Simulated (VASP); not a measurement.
# SnTe (Fm-3m) in VASP: further runs

One crystal, SnTe, is run at these levels: RPBE, PBE, PBEsol; tasks: single point, relaxation of cell and atoms.

All numbers are computed with VASP 6.6.1; they aren't measurements. Logs are shortened: lines on timing, memory, paths and dates and some standing lists are left out, and cuts for length are marked.

**1. The structure**

Symmetry: Fm-3m, No. 225, cubic system. The conventional cell has a = 6.302 Å, b = 6.302 Å, c = 6.302 Å, α = 90.00°, β = 90.00°, γ = 90.00°. Around Te (site symmetry m-3m) lie 6 Sn at 3.15 Å. Around Sn (site symmetry m-3m) lie 6 Te at 3.15 Å.

**2. Single point, RPBE**

File run.py:

```python
from ase.calculators.vasp import Vasp
from ase.dft.bandgap import bandgap
from ase.io import read

atoms = read('SnTe.cif', primitive_cell=True, subtrans_included=False)
calc = Vasp(
    directory='calc',
    xc='rpbe',
    pp='PBE',
    setups='recommended',
    prec='Accurate',
    encut=520,
    ediff=1e-07,
    ismear=0,
    sigma=0.05,
    lreal=False,
    lasph=True,
    nelm=80,
    algo='Normal',
    isif=2,
    lwave=False,
    lcharg=False,
    kpts=[7, 7, 7],
    gamma=True,
    nbands=17,
)
atoms.calc = calc

print('energy (eV):', atoms.get_potential_energy())
print('free energy (eV):', atoms.get_potential_energy(force_consistent=True))
print('forces (eV/A):')
print(atoms.get_forces())
print('stress (eV/A^3, Voigt):', atoms.get_stress())
print('Fermi level (eV):', calc.get_fermi_level())
gap, top, bottom = bandgap(calc)
print('band gap (eV):', gap, 'from (spin, k, band)', top, 'to', bottom)
```

File SnTe.cif:

```cif
data_SnTe
_cell_length_a 6.30170000
_cell_length_b 6.30170000
_cell_length_c 6.30170000
_cell_angle_alpha 90.00000000
_cell_angle_beta 90.00000000
_cell_angle_gamma 90.00000000
_space_group_name_H-M_alt 'Fm-3m'
_space_group_name_Hall '-F 4 2 3'
_space_group_IT_number 225
loop_
_space_group_symop_operation_xyz
'x,y,z'
'-x,-y,-z'
'-y,x,z'
'y,-x,-z'
'-x,-y,z'
'x,y,-z'
'y,-x,z'
'-y,x,-z'
'x,-y,-z'
'-x,y,z'
'-y,-x,-z'
'y,x,z'
'-x,y,-z'
'x,-y,z'
'y,x,-z'
'-y,-x,z'
'z,x,y'
'-z,-x,-y'
'z,-y,x'
'-z,y,-x'
'z,-x,-y'
'-z,x,y'
'z,y,-x'
'-z,-y,x'
'-z,x,-y'
'z,-x,y'
'-z,-y,-x'
'z,y,x'
'-z,-x,y'
'z,x,-y'
'-z,y,x'
'z,-y,-x'
'y,z,x'
'-y,-z,-x'
'x,z,-y'
'-x,-z,y'
'-y,z,-x'
'y,-z,x'
'-x,z,y'
'x,-z,-y'
'-y,-z,x'
'y,z,-x'
'-x,-z,-y'
'x,z,y'
'y,-z,-x'
'-y,z,x'
'x,-z,y'
'-x,z,-y'
'x,y+1/2,z+1/2'
'-x,-y+1/2,-z+1/2'
'-y,x+1/2,z+1/2'
[... 62 lines left out ...]
'-z+1/2,-x,-y+1/2'
'z+1/2,-y,x+1/2'
'-z+1/2,y,-x+1/2'
'z+1/2,-x,-y+1/2'
'-z+1/2,x,y+1/2'
'z+1/2,y,-x+1/2'
'-z+1/2,-y,x+1/2'
'-z+1/2,x,-y+1/2'
'z+1/2,-x,y+1/2'
'-z+1/2,-y,-x+1/2'
'z+1/2,y,x+1/2'
'-z+1/2,-x,y+1/2'
'z+1/2,x,-y+1/2'
'-z+1/2,y,x+1/2'
'z+1/2,-y,-x+1/2'
'y+1/2,z,x+1/2'
'-y+1/2,-z,-x+1/2'
'x+1/2,z,-y+1/2'
'-x+1/2,-z,y+1/2'
'-y+1/2,z,-x+1/2'
'y+1/2,-z,x+1/2'
'-x+1/2,z,y+1/2'
'x+1/2,-z,-y+1/2'
'-y+1/2,-z,x+1/2'
'y+1/2,z,-x+1/2'
'-x+1/2,-z,-y+1/2'
'x+1/2,z,y+1/2'
'y+1/2,-z,-x+1/2'
'-y+1/2,z,x+1/2'
'x+1/2,-z,y+1/2'
'-x+1/2,z,-y+1/2'
'x+1/2,y+1/2,z'
'-x+1/2,-y+1/2,-z'
'-y+1/2,x+1/2,z'
'y+1/2,-x+1/2,-z'
'-x+1/2,-y+1/2,z'
'x+1/2,y+1/2,-z'
'y+1/2,-x+1/2,z'
'-y+1/2,x+1/2,-z'
'x+1/2,-y+1/2,-z'
'-x+1/2,y+1/2,z'
'-y+1/2,-x+1/2,-z'
'y+1/2,x+1/2,z'
'-x+1/2,y+1/2,-z'
'x+1/2,-y+1/2,z'
'y+1/2,x+1/2,-z'
'-y+1/2,-x+1/2,z'
'z+1/2,x+1/2,y'
'-z+1/2,-x+1/2,-y'
'z+1/2,-y+1/2,x'
'-z+1/2,y+1/2,-x'
'z+1/2,-x+1/2,-y'
'-z+1/2,x+1/2,y'
'z+1/2,y+1/2,-x'
'-z+1/2,-y+1/2,x'
'-z+1/2,x+1/2,-y'
'z+1/2,-x+1/2,y'
'-z+1/2,-y+1/2,-x'
'z+1/2,y+1/2,x'
'-z+1/2,-x+1/2,y'
'z+1/2,x+1/2,-y'
'-z+1/2,y+1/2,x'
'z+1/2,-y+1/2,-x'
'y+1/2,z+1/2,x'
'-y+1/2,-z+1/2,-x'
'x+1/2,z+1/2,-y'
'-x+1/2,-z+1/2,y'
'-y+1/2,z+1/2,-x'
'y+1/2,-z+1/2,x'
'-x+1/2,z+1/2,y'
'x+1/2,-z+1/2,-y'
'-y+1/2,-z+1/2,x'
'y+1/2,z+1/2,-x'
'-x+1/2,-z+1/2,-y'
'x+1/2,z+1/2,y'
'y+1/2,-z+1/2,-x'
'-y+1/2,z+1/2,x'
'x+1/2,-z+1/2,y'
'-x+1/2,z+1/2,-y'
loop_
_atom_site_label
_atom_site_type_symbol
_atom_site_symmetry_multiplicity
_atom_site_Wyckoff_symbol
_atom_site_fract_x
_atom_site_fract_y
_atom_site_fract_z
_atom_site_occupancy
Te1 Te 4 b 0.5000000000 0.0000000000 0.0000000000 1
Sn1 Sn 4 a 0.0000000000 0.0000000000 0.0000000000 1
```

Potentials or basis: VASP PAW PBE potentials, release 64 (Te, Sn_d).

Launch:

```bash
python run.py
```

The log of the run:

```text
energy (eV): -6.8196228
free energy (eV): -6.8196228
forces (eV/A):
[[ 0. -0.  0.]
 [-0.  0. -0.]]
stress (eV/A^3, Voigt): [-0.02267591 -0.02267591 -0.02267591 -0.         -0.          0.        ]
Fermi level (eV): 7.11310216
band gap (eV): 0.6633000000000004 from (spin, k, band) (0, np.int64(3), np.int64(9)) to (0, np.int64(3), np.int64(10))
```

OUTCAR:

```text
ENCUT = 520.000000
   EDIFF = 1.00e-07
   GGA = RP
   PREC = Accurate
   ISIF = 2
   ISMEAR = 0
   NELM = 80
   LASPH = .TRUE.
   LREAL = .FALSE.

 ion  position               nearest neighbor table
   1  0.500  0.500  0.500-   2 3.15   2 3.15   2 3.15   2 3.15   2 3.15   2 3.15
   2  0.000  0.000  0.000-   1 3.15   1 3.15   1 3.15   1 3.15   1 3.15   1 3.15

  LATTYP: Found a face centered cubic cell.
 ALAT       =     6.3017000000

  Lattice vectors:

 A1 = (   0.0000000000,   3.1508500000,   3.1508500000)
 A2 = (   3.1508500000,   0.0000000000,   3.1508500000)
 A3 = (   3.1508500000,   3.1508500000,   0.0000000000)

Analysis of symmetry for initial positions (statically):
=====================================================================
 Subroutine PRICEL returns:
 Original cell was already a primitive cell.

 Routine SETGRP: Setting up the symmetry group for a
 face centered cubic supercell.

 Subroutine GETGRP returns: Found 48 space group operations
 (whereof 48 operations were pure point group operations)
 out of a pool of 48 trial point group operations.

The static configuration has the point symmetry O_h .

Analysis of symmetry for dynamics (positions and initial velocities):
=====================================================================
 Subroutine PRICEL returns:
 Original cell was already a primitive cell.

 Routine SETGRP: Setting up the symmetry group for a
 face centered cubic supercell.

 Subroutine GETGRP returns: Found 48 space group operations
 (whereof 48 operations were pure point group operations)
 out of a pool of 48 trial point group operations.

The dynamic configuration has the point symmetry O_h .

 Subroutine INISYM returns: Found 48 space group operations
 (whereof 48 operations are pure point group operations),
 and found     1 'primitive' translations

----------------------------------------------------------------------------------------

                                     Primitive cell

  volume of cell :      62.5624

  direct lattice vectors                    reciprocal lattice vectors
     0.000000000  3.150850000  3.150850000    -0.158687338  0.158687338  0.158687338
     3.150850000  0.000000000  3.150850000     0.158687338 -0.158687338  0.158687338
     3.150850000  3.150850000  0.000000000     0.158687338  0.158687338 -0.158687338

  length of vectors
     4.455974803  4.455974803  4.455974803     0.274854533  0.274854533  0.274854533

  position of ions in fractional coordinates (direct lattice)
[... 74 lines left out ...]
   EDIFF  = 0.1E-06   stopping-criterion for ELM
   LREAL  =      F    real-space projection
   EDIFFG = 0.1E-05   stopping-criterion for IOM
   NSW    =      0    number of steps for IOM
   IBRION =     -1    ionic relax: 0-MD 1-quasi-New 2-CG
   NFREE  =      0    steps in history (QN), initial steepest desc. (CG)
   ISIF   =      2    stress and relaxation
   ISYM   =      2    0-nonsym 1-usesym 2-fastsym
   POTIM  = 0.5000    time-step for ionic-motion
   TEBEG  =    0.0;   TEEND  =   0.0 temperature during run
   PSTRESS=    0.0 pullay stress
   NELECT =      20.0000    total number of electrons
   NUPDOWN=      -1.0000    fix difference up-down
   EMIN   =  10.00;   EMAX   =-10.00  energy-range for DOS
   EFERMI =   0.00;   METHOD = LEGACY
   ISMEAR =     0;   SIGMA  =   0.05  broadening in eV -4-tet -1-fermi 0-gaus
   EFERMI_NEDOS =   21; number of points for ismear=-14 and -15
   IALGO  =     38    algorithm
   IMIX   =      4    mixing-type and parameters
     AMIX     =   0.40;   BMIX     =  1.00
     AMIX_MAG =   1.60;   BMIX_MAG =  1.00
  volume/ion in A,a.u.               =      31.28       211.10
  Fermi-wavevector in a.u.,A,eV,Ry     =   1.119387  2.115336 17.048485  1.253028
  Thomas-Fermi vector in A             =   2.256026
   LORBIT       =      0    0 simple, 1 ext, 2 COOP (PROOUT), +10 PAW based schemes
   GGA     = RP    functional components
   LHFCALC =     F    Hartree Fock is set to
   AEXX    =    0.0000 exact exchange contribution
   IVDW    =     0    specifies the selected vdW correction
   LEPSILON=     F    determine dielectric tensor
   LRPA    =     F    only Hartree local field effects (RPA)
 non-spin polarized calculation
 Gauss-broadening in eV      SIGMA  =   0.05
  energy-cutoff  :      520.00
  volume of cell :       62.56
 maximum number of plane-waves:      1705
 NGX is ok and might be reduce to    36
   NGX = 17   NGY = 17   NGZ = 17

 number of electron      19.9999998 magnetization

 Free energy of the ion-electron system (eV)
  ---------------------------------------------------
  ext. energy  EPLUGINS =         0.00000000
  ---------------------------------------------------
  free energy    TOTEN  =        -6.81962280 eV

  energy without entropy =       -6.81962280  energy(sigma->0) =       -6.81962280

 E-fermi :   7.1131     XC(G=0):  -9.3920

 val. band max:        6.8633422860   @ k =   0.4286   0.0000   0.0000
 cond. band min:       7.5265694969   @ k =   0.4286   0.0000   0.0000
 fundamental gap:      0.6632272110
 Fermi energy:         7.1131021643

 k-point     1 :       0.0000    0.0000    0.0000
  band No.  band energies     occupation
      1     -14.9068      2.00000
      2     -14.9068      2.00000
      3     -14.9035      2.00000
      4     -14.9035      2.00000
      5     -14.9035      2.00000
      6      -5.7233      2.00000
[... 377 lines left out ...]
      4     -14.8986      2.00000
      5     -14.8934      2.00000
      6      -4.0883      2.00000
[... 9 lines left out ...]
     16      16.8708      0.00000
     17      17.4867      0.00000

------------------------ aborting loop because EDIFF is reached ----------------------------------------

  FORCE on cell =-STRESS in cart. coord.  units (eV):
  Direction    XX          YY          ZZ          XY          YZ          ZX
  --------------------------------------------------------------------------------------
  -------------------------------------------------------------------------------------
  Total        1.4186582      1.4186582      1.4186582      0.0000000      0.0000000      0.0000000
  in kB       36.3308172     36.3308172     36.3308172      0.0000000      0.0000000      0.0000000
  external PRESSURE =      36.3308172 kB  Pullay stress =       0.0000000 kB

 VOLUME and BASIS-vectors are now :
 -----------------------------------------------------------------------------
  energy-cutoff  :      520.00
  volume of cell :       62.56
      direct lattice vectors                 reciprocal lattice vectors
     0.000000000  3.150850000  3.150850000    -0.158687338  0.158687338  0.158687338
     3.150850000  0.000000000  3.150850000     0.158687338 -0.158687338  0.158687338
     3.150850000  3.150850000  0.000000000     0.158687338  0.158687338 -0.158687338

 POSITION                                       TOTAL-FORCE (eV/Angst)
 -----------------------------------------------------------------------------------
      3.15085      3.15085      3.15085         0.000000     -0.000000      0.000000
      0.00000      0.00000      0.00000        -0.000000      0.000000     -0.000000
 -----------------------------------------------------------------------------------
    total drift:                               -0.000000      0.000000      0.000000

  FREE ENERGIE OF THE ION-ELECTRON SYSTEM (eV)
  ---------------------------------------------------
  free  energy   TOTEN  =        -6.8196227966 eV

  energy  without entropy=       -6.8196227966  energy(sigma->0) =       -6.81962280
```

INCAR:

```text
ENCUT = 520.000000
SIGMA = 0.050000
EDIFF = 1.00e-07
ALGO = Normal
GGA = RP
PREC = Accurate
ISIF = 2
ISMEAR = 0
NBANDS = 17
NELM = 80
LASPH = .TRUE.
LCHARG = .FALSE.
LWAVE = .FALSE.
LREAL = .FALSE.
```

It took 20 s on 1 thread of AMD EPYC 9R45 (Zen 5), shared host; peak memory 0.17 GiB.

What came out:

```yaml
Free_energy: -6.8196 eV
Pressure: 3.6 GPa
```

Caveat: this odd mesh misses L, where the gap lies, so gap, dielectric constants and Born charges aren't listed; the PAW data sets were made with another functional, which shifts forces and pressure a little. The run has no spin-orbit coupling, so splittings on Te are missing.

**3. Single point, PBE**

File INCAR:

```
SYSTEM = SnTe
ALGO     = Normal         ! electronic algorithm
EDIFF    = 1E-6           ! SCF threshold, eV
ENCUT    = 520            ! plane-wave cutoff, eV
GGA      = PE             ! functional
ISIF     = 2              ! what is computed and relaxed
ISMEAR   = 0              ! smearing method
LASPH    = .True.         ! aspherical terms in the spheres
LCHARG   = .False.        ! write CHGCAR
LREAL    = .False.        ! projectors in reciprocal space
LWAVE    = .False.        ! write WAVECAR
NBANDS   = 17             ! bands
NELM     = 60             ! most SCF steps
PREC     = Accurate       ! precision mode
SIGMA    = 0.025          ! smearing width, eV
```

File KPOINTS:

```
k-points
0
Gamma
  7 7 7
  0 0 0
```

File POSCAR:

```
SnTe
1.0
    0.0000000000      3.1508500000      3.1508500000
    3.1508500000      0.0000000000      3.1508500000
    3.1508500000      3.1508500000      0.0000000000
Te Sn
1 1
Direct
    0.5000000000      0.5000000000      0.5000000000
    0.0000000000      0.0000000000      0.0000000000
```

Potentials or basis: VASP PAW PBE potentials, release 64 (Te, Sn_d).

Launch:

```bash
cat potpaw_PBE.64/Te/POTCAR potpaw_PBE.64/Sn_d/POTCAR > POTCAR
mpirun -np 1 vasp_std > vasp.out
```

Run time: 8.9 s. Hardware: 1 thread of Intel Xeon 6975P-C (Granite Rapids), shared host; peak memory 0.2 GiB.

It converged, with:

```
Free energy : -7.5473 eV
Pressure    : 2.2 GPa
```

Levels at points of the mesh, in eV from the Fermi level:
| k point | band 6 | band 7 | band 8 | band 9 | band 10 | band 11 | band 12 | band 13 | band 14 | band 15 |
| --- | --- | --- | --- | --- | --- | --- | --- | --- | --- | --- |
| (0.00, 0.00, 0.00) | -12.77 | -4.64 | -2.11 | -2.11 | -2.11 | 3.39 | 3.39 | 3.39 | 4.79 | 4.79 |

Caveat: this odd mesh misses L, where the gap lies, so gap, dielectric constants and Born charges aren't listed. Spin-orbit coupling is left out, which matters for the levels of Te.

(Part 1 of 2 ends here.)
